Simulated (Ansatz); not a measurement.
SnO2 in Ansatz: the effect of functional

The system is SnO2.

```
Sn O
1.0
     1.58408    0.91457    4.70259
    -1.58408    0.91457    4.70259
     0.00000   -1.82914    4.70259
Sn O
1 2
Direct
  0.50000 0.50000 0.50000
  0.76283 0.76283 0.76283
  0.23717 0.23717 0.23717
```

Measurements of this composition are mostly on another form, of space group No. 136.

The cell isn't the ideal one: volume scaled by 0.94.

Alike in all runs:

| Property | Result |
| --- | --- |
| Program | Ansatz 0.2.0 |
| Task | single point |
| Potentials or basis | Ansatz PAW |
| k mesh | 10 × 10 × 10 |
| Occupations | fermi-dirac, width 0.05 eV |
| Spin | no spin polarisation |

```tsv
functional	cutoff	gap on the mesh (eV)	pressure (GPa)	largest force (eV/Å)
PBEsol	420 eV (not typed: the program's choice for these potentials)	?	?	?
r2SCAN	500 eV (not typed: the program's choice for these potentials)	2.89	2.6	0.08
LDA	420 eV (not typed: the program's choice for these potentials)	2.18	-0.2	0.01
```

Q: What does the run with functional PBEsol give?

A: gap on the mesh 2.27 eV; pressure 4.4 GPa; largest force 0.30 eV/Å.

Caveats: spin-orbit coupling is left out, which moves the levels of the heavy elements; the PAW data sets come from PBE, with cores solved anew for the run's functional, which leaves a small shift of forces and pressure.

A k mesh can miss the band edges.
